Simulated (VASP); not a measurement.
Runs of VASP 6.6.1 on HfO2. It takes space group P2_1/c (No. 14, monoclinic). The conventional cell has a = 5.076 Å, b = 5.154 Å, c = 5.245 Å, α = 90.00°, β = 99.64°, γ = 90.00°. Hf (site symmetry 1) is surrounded by 7 O at 2.03 to 2.22 Å. O (site symmetry 1) is surrounded by 4 Hf at 2.13 to 2.22 Å. Around O (site symmetry 1) lie 3 Hf at 2.03 to 2.12 Å. The cell is a database's computed one.

```tsv
level	potentials or basis	k mesh	cutoff (eV)	smearing	gap on the mesh (eV)	pressure (GPa)	largest force (eV/Å)
r2SCAN	VASP PAW PBE potentials, release 64 (Hf_pv, O)	4 × 4 × 4	520	gaussian 0.02 eV	4.57	2.0	0.12
PBEsol	VASP PAW PBE potentials, release 64 (Hf_pv, O)	4 × 4 × 4	700	gaussian 0.02 eV	3.96	(b)	0.01
PBEsol	VASP PAW PBE potentials, release 64 (Hf_pv, O_h)	4 × 4 × 4	900	gaussian 0.02 eV	(a)	-0.4	0.01
PBEsol	VASP PAW PBE potentials, release 64 (Hf_pv, O)	4 × 4 × 4	520	gaussian 0.5 eV	3.96	0.2	0.01
PBEsol	VASP PAW PBE potentials, release 64 (Hf_pv, O)	6 × 6 × 6	520	gaussian 0.02 eV	3.96	0.2	0.01
```

Alike in all rows: task single point; no spin polarisation; cell as given.

Problem. Fill in the values left out.

Solution. (a) 3.97; (b) 0.0.

Caveats: the PAW data sets were made with another functional, which shifts forces and pressure a little; spin-orbit coupling is left out, which moves the levels of the heavy elements; the cutoff is under 1.25 times the usual one of these potentials, so pressure, stress and relaxed cells hold a basis-set (Pulay) error (some runs).

A k mesh can miss the band edges, and the runs leave out spin-orbit coupling on Hf.
